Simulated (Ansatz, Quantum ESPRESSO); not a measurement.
# Band offsets of the AlP/GaP(110) superlattice, 5 + 5 layers, a = 5.4 Å, part 4 of 7

Aim: valence and conduction offsets of the AlP/GaP(110) superlattice, 5 + 5 layers, a = 5.4 Å from the line-up of mean potentials.

Quantum ESPRESSO 7.5; plane-wave DFT, LDA, GBRV ultrasoft pseudopotentials; cross-check by Ansatz 0.2.0 with PAW datasets.

So far. Step 3 (SCF with pw.x of bulk AlP): The run needed 8 iterations to bring the estimated error under 1e-07 Ry.

## 8. Bands along a path of bulk GaP

b.bands.in

```
&control
  prefix = 'b.bands'
  outdir = './out'
  pseudo_dir = './pseudo'
  calculation = 'bands'
/
&system
  ibrav = 0
  nat = 4
  ntyp = 2
  ecutwfc = 40
  ecutrho = 200
  occupations = 'smearing'
  smearing = 'fd'
  degauss = 0.002
  nbnd = 32
/
&electrons
  conv_thr = 1e-07
  mixing_beta = 0.5
  electron_maxstep = 120
/
ATOMIC_SPECIES
  Ga  69.7230  ga_lda_v1.4.uspp.F.UPF
  P   30.9738  p_lda_v1.5.uspp.F.UPF
CELL_PARAMETERS angstrom
  5.40000000000000 0.00000000000000 0.00000000000000
  0.00000000000000 3.81837661840736 0.00000000000000
  0.00000000000000 0.00000000000000 3.81837661840736
ATOMIC_POSITIONS crystal
  Ga  0.000000000000 0.000000000000 0.000000000000
  P   0.250000000000 0.500000000000 0.000000000000
  Ga  0.500000000000 0.500000000000 0.500000000000
  P   0.750000000000 0.000000000000 0.500000000000
K_POINTS crystal_b
6
  0.0000000000 0.0000000000 0.0000000000 20
  1.0000000000 0.0000000000 0.0000000000 1
  0.0000000000 0.0000000000 0.0000000000 20
  0.5000000000 0.0000000000 0.5000000000 1
  0.0000000000 0.0000000000 0.0000000000 20
  0.0000000000 0.5000000000 0.5000000000 1
```

Command:

```
> cp -r out/b.save out/b.bands.save
> cp out/b.xml out/b.bands.xml
> OMP_NUM_THREADS=1 mpirun -n 4 pw.x -nk 4 -in b.bands.in > b.bands.out
```

The log of the run:

```text
[banner, memory and clock lines left out]
Program PWSCF v.7.5 starts

          URL

     Atomic positions and unit cell read from directory:
     ./out/b.bands.save/

     Found identity + ( -0.5000 -0.5000 -0.5000) symmetry
     This is a supercell, fractional translations are disabled
     Message from routine setup:
     using ibrav=0 with symmetry is DISCOURAGED, use correct ibrav instead

     G-vector sticks info

     bravais-lattice index     =            0
     lattice parameter (alat)  =      10.2045  a.u.
     unit-cell volume          =     531.3099 (a.u.)^3
     number of atoms/cell      =            4
     number of atomic types    =            2
     number of electrons       =        48.00
     number of Kohn-Sham states=           32
     kinetic-energy cutoff     =      40.0000  Ry
     charge density cutoff     =     200.0000  Ry
     Exchange-correlation=  SLA  PZ   NOGX NOGC
                           (   1   1   0   0   0   0   0)

     celldm(1)=  10.204521  celldm(2)=   0.000000  celldm(3)=   0.000000
     celldm(4)=   0.000000  celldm(5)=   0.000000  celldm(6)=   0.000000

     crystal axes: (cart. coord. in units of alat)
               a(1) = (   1.000000   0.000000   0.000000 )
               a(2) = (   0.000000   0.707107   0.000000 )
               a(3) = (   0.000000   0.000000   0.707107 )

     reciprocal axes: (cart. coord. in units 2 pi/alat)
               b(1) = (  1.000000  0.000000  0.000000 )
               b(2) = (  0.000000  1.414214  0.000000 )
               b(3) = (  0.000000  0.000000  1.414214 )

     PseudoPot. # 1 for Ga read from file:
     ./pseudo/ga_lda_v1.4.uspp.F.UPF
     Pseudo is Ultrasoft + core correction, Zval = 19.0
     Generated by new atomic code, or converted to UPF format
     Using radial grid of  871 points,  6 beta functions with:
                l(1) =   0
                l(2) =   0
                l(3) =   1
                l(4) =   1
                l(5) =   2
                l(6) =   2
     Q(r) pseudized with  8 coefficients,  rinner =    1.250   1.250   1.250
                                                       1.250   1.250

     PseudoPot. # 2 for P  read from file:
     ./pseudo/p_lda_v1.5.uspp.F.UPF
     Pseudo is Ultrasoft + core correction, Zval =  5.0
     Generated by new atomic code, or converted to UPF format
     Using radial grid of  903 points,  6 beta functions with:
                l(1) =   0
                l(2) =   0
                l(3) =   1
                l(4) =   1
                l(5) =   2
                l(6) =   2
     Q(r) pseudized with  8 coefficients,  rinner =    1.300   1.300   1.300
                                                       1.300   1.300

     atomic species   valence    mass     pseudopotential
     Ga               19.00    69.72300     Ga( 1.00)
     P                 5.00    30.97380     P ( 1.00)

      8 Sym. Ops. (no inversion) found

   Cartesian axes

     site n.     atom                  positions (alat units)
         1        Ga     tau(   1) = (   0.0000000   0.0000000   0.0000000  )
         2        P      tau(   2) = (   0.2500000   0.3535534   0.0000000  )
         3        Ga     tau(   3) = (   0.5000000   0.3535534   0.3535534  )
         4        P      tau(   4) = (   0.7500000   0.0000000   0.3535534  )

     number of k points=    63  Fermi-Dirac smearing, width (Ry)=  0.0020
                       cart. coord. in units 2pi/alat
        k(    1) = (   0.0000000   0.0000000   0.0000000), wk =   0.0317460
        k(    2) = (   0.0500000   0.0000000   0.0000000), wk =   0.0317460
        k(    3) = (   0.1000000   0.0000000   0.0000000), wk =   0.0317460
        k(    4) = (   0.1500000   0.0000000   0.0000000), wk =   0.0317460
        k(    5) = (   0.2000000   0.0000000   0.0000000), wk =   0.0317460
        k(    6) = (   0.2500000   0.0000000   0.0000000), wk =   0.0317460
        k(    7) = (   0.3000000   0.0000000   0.0000000), wk =   0.0317460
        k(    8) = (   0.3500000   0.0000000   0.0000000), wk =   0.0317460
        k(    9) = (   0.4000000   0.0000000   0.0000000), wk =   0.0317460
        k(   10) = (   0.4500000   0.0000000   0.0000000), wk =   0.0317460
        k(   11) = (   0.5000000   0.0000000   0.0000000), wk =   0.0317460
        k(   12) = (   0.5500000   0.0000000   0.0000000), wk =   0.0317460
        k(   13) = (   0.6000000   0.0000000   0.0000000), wk =   0.0317460
        k(   14) = (   0.6500000   0.0000000   0.0000000), wk =   0.0317460
        k(   15) = (   0.7000000   0.0000000   0.0000000), wk =   0.0317460
        k(   16) = (   0.7500000   0.0000000   0.0000000), wk =   0.0317460
        k(   17) = (   0.8000000   0.0000000   0.0000000), wk =   0.0317460
        k(   18) = (   0.8500000   0.0000000   0.0000000), wk =   0.0317460
        k(   19) = (   0.9000000   0.0000000   0.0000000), wk =   0.0317460
        k(   20) = (   0.9500000   0.0000000   0.0000000), wk =   0.0317460
        k(   21) = (   1.0000000   0.0000000   0.0000000), wk =   0.0317460
        k(   22) = (   0.0000000   0.0000000   0.0000000), wk =   0.0317460
        k(   23) = (   0.0250000   0.0000000   0.0353553), wk =   0.0317460
        k(   24) = (   0.0500000   0.0000000   0.0707107), wk =   0.0317460
        k(   25) = (   0.0750000   0.0000000   0.1060660), wk =   0.0317460
        k(   26) = (   0.1000000   0.0000000   0.1414214), wk =   0.0317460
        k(   27) = (   0.1250000   0.0000000   0.1767767), wk =   0.0317460
        k(   28) = (   0.1500000   0.0000000   0.2121320), wk =   0.0317460
        k(   29) = (   0.1750000   0.0000000   0.2474874), wk =   0.0317460
        k(   30) = (   0.2000000   0.0000000   0.2828427), wk =   0.0317460
        k(   31) = (   0.2250000   0.0000000   0.3181981), wk =   0.0317460
        k(   32) = (   0.2500000   0.0000000   0.3535534), wk =   0.0317460
        k(   33) = (   0.2750000   0.0000000   0.3889087), wk =   0.0317460
        k(   34) = (   0.3000000   0.0000000   0.4242641), wk =   0.0317460
        k(   35) = (   0.3250000   0.0000000   0.4596194), wk =   0.0317460
        k(   36) = (   0.3500000   0.0000000   0.4949747), wk =   0.0317460
        k(   37) = (   0.3750000   0.0000000   0.5303301), wk =   0.0317460
        k(   38) = (   0.4000000   0.0000000   0.5656854), wk =   0.0317460
        k(   39) = (   0.4250000   0.0000000   0.6010408), wk =   0.0317460
        k(   40) = (   0.4500000   0.0000000   0.6363961), wk =   0.0317460
        k(   41) = (   0.4750000   0.0000000   0.6717514), wk =   0.0317460
        k(   42) = (   0.5000000   0.0000000   0.7071068), wk =   0.0317460
        k(   43) = (   0.0000000   0.0000000   0.0000000), wk =   0.0317460
[...]
9.4426   9.5018  12.4490  12.4784  12.4785  12.5045  15.9522  15.9832

          k = 0.5000 0.0000 0.7071 (  2316 PWs)   bands (ev):

   -85.8731 -85.8730 -85.8729 -85.8723 -85.8722 -85.8722  -6.8942  -6.8940
    -6.7778  -6.7777  -6.7774  -6.7773  -6.6876  -6.6874  -6.6870  -6.6869
    -2.7004  -2.7004   0.9765   0.9766   6.6832   6.6832   6.6833   6.6834
     9.4373   9.4373  12.4745  12.4745  12.4745  12.4746  15.9530  15.9531

          k = 0.0000 0.0000 0.0000 (  2277 PWs)   bands (ev):

   -85.8728 -85.8727 -85.8727 -85.8721 -85.8720 -85.8720  -6.9314  -6.8047
    -6.8047  -6.8046  -6.7363  -6.7328  -6.7328  -6.6953  -6.6951  -6.6712
    -4.8844  -1.7408   0.8667   5.0479   5.0479   7.8544   7.8547   7.8547
     9.2975   9.5045   9.6873  11.6355  11.6355  11.6355  16.4620  17.6236

          k = 0.0000 0.0354 0.0354 (  2277 PWs)   bands (ev):

   -85.8728 -85.8727 -85.8727 -85.8721 -85.8720 -85.8719  -6.9309  -6.8058
    -6.8043  -6.8042  -6.7366  -6.7334  -6.7322  -6.6954  -6.6951  -6.6714
    -4.8730  -1.7383   0.8713   5.0198   5.0229   7.7425   7.8190   7.8193
     9.3513   9.5588   9.7957  11.6010  11.6828  11.6829  16.5225  17.4976

          k = 0.0000 0.0707 0.0707 (  2273 PWs)   bands (ev):

   -85.8728 -85.8727 -85.8726 -85.8721 -85.8720 -85.8719  -6.9296  -6.8091
    -6.8030  -6.8029  -6.7372  -6.7354  -6.7307  -6.6959  -6.6947  -6.6722
    -4.8389  -1.7310   0.8849   4.9404   4.9527   7.4629   7.7182   7.7185
     9.5079   9.7168  10.0611  11.5043  11.8194  11.8194  16.6956  17.1774

          k = 0.0000 0.1061 0.1061 (  2273 PWs)   bands (ev):

   -85.8728 -85.8727 -85.8727 -85.8721 -85.8719 -85.8719  -6.9275  -6.8144
    -6.8010  -6.8009  -6.7384  -6.7377  -6.7286  -6.6968  -6.6939  -6.6734
    -4.7823  -1.7195   0.9064   4.8226   4.8493   7.0987   7.5654   7.5657
     9.7552   9.9660  10.3899  11.3655  12.0316  12.0316  16.7272  17.0010

          k = 0.0000 0.1414 0.1414 (  2283 PWs)   bands (ev):

   -85.8729 -85.8728 -85.8727 -85.8721 -85.8720 -85.8720  -6.9248  -6.8213
    -6.7982  -6.7981  -6.7424  -6.7382  -6.7262  -6.6982  -6.6930  -6.6750
    -4.7037  -1.7050   0.9345   4.6825   4.7278   6.6956   7.3765   7.3768
    10.0780  10.2907  10.6954  11.2332  12.3036  12.3036  16.2906  16.9023

          k = 0.0000 0.1768 0.1768 (  2285 PWs)   bands (ev):

   -85.8729 -85.8728 -85.8728 -85.8722 -85.8720 -85.8720  -6.9216  -6.8296
    -6.7947  -6.7946  -6.7469  -6.7385  -6.7235  -6.6999  -6.6918  -6.6770
    -4.6035  -1.6887   0.9668   4.5358   4.6024   6.2739   7.1656   7.1659
    10.4613  10.6756  10.7828  11.2810  12.6210  12.6210  15.8719  16.3326

          k = 0.0000 0.2121 0.2121 (  2292 PWs)   bands (ev):

   -85.8730 -85.8728 -85.8728 -85.8722 -85.8720 -85.8720  -6.9183  -6.8387
    -6.7905  -6.7904  -6.7516  -6.7388  -6.7206  -6.7020  -6.6903  -6.6792
    -4.4824  -1.6722   1.0006   4.3961   4.4851   5.8430   6.9439   6.9442
    10.6334  10.8908  11.1070  11.5043  12.9725  12.9726  15.5275  15.7496

          k = 0.0000 0.2475 0.2475 (  2280 PWs)   bands (ev):

   -85.8729 -85.8727 -85.8727 -85.8721 -85.8720 -85.8720  -6.9151  -6.8483
    -6.7858  -6.7857  -6.7560  -6.7389  -6.7178  -6.7045  -6.6887  -6.6815
    -4.3409  -1.6572   1.0325   4.2748   4.3850   5.4079   6.7197   6.7199
    10.4357  11.3519  11.5713  11.6825  13.3498  13.3499  15.1674  15.2006

          k = 0.0000 0.2828 0.2828 (  2272 PWs)   bands (ev):

   -85.8728 -85.8726 -85.8726 -85.8721 -85.8719 -85.8719  -6.9125  -6.8583
    -6.7807  -6.7806  -6.7596  -6.7391  -6.7153  -6.7073  -6.6870  -6.6836
    -4.1800  -1.6451   1.0589   4.1811   4.3089   4.9713   6.4990   6.4992
    10.2352  11.7405  11.8222  12.0501  13.7467  13.7468  14.6045  14.6190

          k = 0.0000 0.3182 0.3182 (  2264 PWs)   bands (ev):

   -85.8728 -85.8726 -85.8725 -85.8721 -85.8719 -85.8718  -6.9107  -6.8682
    -6.7753  -6.7752  -6.7620  -6.7391  -6.7135  -6.7104  -6.6852  -6.6851
    -4.0004  -1.6373   1.0763   4.1219   4.2614   4.5353   6.2862   6.2865
    10.0439  11.6648  12.2466  12.4981  14.1060  14.1275  14.1590  14.1590

          k = 0.0000 0.3536 0.3536 (  2262 PWs)   bands (ev):

   -85.8728 -85.8727 -85.8725 -85.8720 -85.8719 -85.8717  -6.9101  -6.8779
    -6.7697  -6.7696  -6.7628  -6.7392  -6.7136  -6.7128  -6.6857  -6.6832
    -3.8032  -1.6347   1.0824   4.1015   4.1017   4.2453   6.0848   6.0850
     9.8676  11.4843  12.4521  12.7330  13.8542  13.8995  14.5833  14.5833

          k = 0.0000 0.3889 0.3889 (  2264 PWs)   bands (ev):

   -85.8727 -85.8726 -85.8726 -85.8720 -85.8719 -85.8718  -6.9107  -6.8872
    -6.7641  -6.7640  -6.7619  -6.7391  -6.7170  -6.7135  -6.6852  -6.6814
    -3.5897  -1.6373   1.0763   3.6716   4.1219   4.2615   5.8971   5.8973
     9.7099  11.2428  12.2467  12.4980  14.1061  14.1274  15.0172  15.0173

          k = 0.0000 0.4243 0.4243 (  2264 PWs)   bands (ev):

   -85.8727 -85.8726 -85.8726 -85.8720 -85.8719 -85.8718  -6.9125  -6.8958
    -6.7597  -6.7585  -6.7583  -6.7390  -6.7203  -6.7152  -6.6837  -6.6795
    -3.3617  -1.6452   1.0589   3.2479   4.1811   4.3089   5.7252   5.7254
     9.5731  10.9757  11.8223  12.0500  14.6046  14.6189  15.4589  15.4590

          k = 0.0000 0.4596 0.4596 (  2260 PWs)   bands (ev):

   -85.8727 -85.8726 -85.8726 -85.8720 -85.8718 -85.8718  -6.9152  -6.9037
    -6.7560  -6.7531  -6.7530  -6.7389  -6.7235  -6.7177  -6.6816  -6.6778
    -3.1215  -1.6572   1.0326   2.8331   4.2747   4.3850   5.5706   5.5708
     9.4588  10.7064  11.3520  11.5713  15.1675  15.2005  15.9067  15.9067

          k = 0.0000 0.4950 0.4950 (  2264 PWs)   bands (ev):

   -85.8727 -85.8726 -85.8726 -85.8720 -85.8718 -85.8718  -6.9184  -6.9108
    -6.7516  -6.7482  -6.7481  -6.7387  -6.7265  -6.7205  -6.6793  -6.6762
    -2.8722  -1.6723   1.0007   2.4309   4.3960   4.4851   5.4344   5.4346
     9.3683  10.4488  10.8909  11.1070  15.7497  15.8157  16.3582  16.3582

          k = 0.0000 0.5303 0.5303 (  2260 PWs)   bands (ev):

   -85.8727 -85.8726 -85.8726 -85.8720 -85.8718 -85.8718  -6.9217  -6.9170
    -6.7469  -6.7438  -6.7436  -6.7385  -6.7293  -6.7234  -6.6771  -6.6748
    -2.6189  -1.6888   0.9669   2.0469   4.5356   4.6025   5.3177   5.3180
     9.3025  10.2112  10.4614  10.6756  16.3326  16.4391  16.8103  16.8104

          k = 0.0000 0.5657 0.5657 (  2270 PWs)   bands (ev):

   -85.8728 -85.8727 -85.8726 -85.8721 -85.8719 -85.8718  -6.9249  -6.9221
    -6.7424  -6.7400  -6.7398  -6.7381  -6.7316  -6.7261  -6.6752  -6.6736
    -2.3689  -1.7050   0.9346   1.6890   4.6823   4.7278   5.2213   5.2215
     9.2619   9.9987  10.0782  10.2907  16.9024  17.0481  17.2575  17.2576

          k = 0.0000 0.6010 0.6010 (  2272 PWs)   bands (ev):

   -85.8728 -85.8726 -85.8726 -85.8721 -85.8719 -85.8719  -6.9276  -6.9262
    -6.7384  -6.7377  -6.7369  -6.7367  -6.7336  -6.7285  -6.6735  -6.6726
    -2.1340  -1.7196   0.9065   1.3696   4.8224   4.8493   5.1457   5.1459
     9.2465   9.7554   9.8148   9.9660  17.4427  17.6117  17.6885  17.6886

          k = 0.0000 0.6364 0.6364 (  2276 PWs)   bands (ev):

   -85.8729 -85.8726 -85.8726 -85.8721 -85.8719 -85.8719  -6.9297  -6.9291
    -6.7371  -6.7354  -6.7350  -6.7346  -6.7344  -6.7306  -6.6724  -6.6719
    -1.9329  -1.7310   0.8850   1.1077   4.9402   4.9527   5.0914   5.0916
     9.2546   9.5080   9.6631   9.7168  17.9299  18.0795  18.0795  18.0807

          k = 0.0000 0.6718 0.6718 (  2276 PWs)   bands (ev):

   -85.8728 -85.8726 -85.8726 -85.8721 -85.8719 -85.8719  -6.9310  -6.9309
    -6.7365  -6.7359  -6.7336  -6.7332  -6.7329  -6.7321  -6.6717  -6.6713
    -1.7922  -1.7383   0.8714   0.9305   5.0196   5.0229   5.0587   5.0589
     9.2797   9.3514   9.5513   9.5589  18.3203  18.3789  18.3789  18.3912

          k = 0.0000 0.7071 0.7071 (  2276 PWs)   bands (ev):

   -85.8728 -85.8727 -85.8727 -85.8721 -85.8719 -85.8719  -6.9315  -6.9315
    -6.7364  -6.7360  -6.7330  -6.7328  -6.7328  -6.7323  -6.6715  -6.6711
    -1.7408  -1.7408   0.8667   0.8669   5.0477   5.0477   5.0479   5.0480
     9.2976   9.2976   9.5046   9.5046  18.4980  18.4980  18.4980  18.4980

     XML data file, pseudopotentials, collected wavefunctions

                                        0.00s GPU  (    1073 calls)
```

The job ended after 28 s (4 MPI ranks of Arm Neoverse V1, shared host; peak memory 0.28 GiB; 1.9 min of CPU time).

Read from the output:

| Item | Value |
| --- | --- |
| valence top, on the run's zero | 7.855 eV |
| conduction bottom, on the run's zero | 9.246 eV |
| gap by band count | 1.392 eV |

Band numbers count within the set of bands kept for display; the cell holds two formula units, so the X point along 001 folds onto the zone centre. Electronic bands along the path, in eV, zero at the Fermi level, which the smearing puts inside the gap; v1 is the highest filled band, c1 the lowest empty one:

| point | v4 | v3 | v2 | v1 | c1 | c2 | c3 | c4 |
| --- | --- | --- | --- | --- | --- | --- | --- | --- |
| L | -1.84 | -1.84 | -1.84 | -1.84 | 0.91 | 0.91 | 3.95 | 3.95 |
| halfway | -4.07 | -2.80 | -1.37 | -1.37 | 1.41 | 1.64 | 3.99 | 3.99 |
| Γ | -3.48 | -0.67 | -0.67 | -0.67 | 0.77 | 0.98 | 1.16 | 3.11 |
| halfway | -4.42 | -4.28 | -2.44 | -2.44 | 1.34 | 2.96 | 3.93 | 4.21 |
| X | -3.48 | -3.48 | -3.48 | -3.48 | 0.77 | 0.77 | 0.98 | 0.98 |

## 9. Potential by pp.x of bulk GaP

b.pot.in

```
&inputpp
  prefix = 'b'
  outdir = './out'
  filplot = 'b.pot.dat'
  plot_num = 11
/
```

Command:

```
> OMP_NUM_THREADS=1 mpirun -n 4 pp.x -in b.pot.in > b.pot.out
```

Run time: 0.85 s. Hardware: 4 MPI ranks; peak memory 0.1 GiB.

## 10. Macroscopic average of bulk GaP

b.avg.in

```
1
b.pot.dat
1.0
40
3
7.2156860495
```

Command:

```
> OMP_NUM_THREADS=1 average.x < b.avg.in > b.avg.out
```

The job ended after 0.47 s (1 MPI rank; peak memory 0.1 GiB).

Numbers from this step:

| Quantity | Value |
| --- | --- |
| average.x's running mean over the crystal, on the run's own zero | 3.075 eV |
| mean potential by an exact Fourier window over the crystal, on the run's own zero | 3.075 eV |

[end of part 4 of 7]

[Logs are printed without paths, hosts, clocks, repeated set-up lines and the standing remarks that a program may print on its own settings, such as how far it seeks lower states.]

[Hosts, paths, dates, database ids (printed as entryN), source tags and the programs' standing remarks are cut or masked in the printed files.]

[Maps of the electrostatic potential energy from Ansatz leave out the sawtooth potential of an applied field or a dipole correction, so their vacuum need not be flat; planar profiles and work functions include it.]
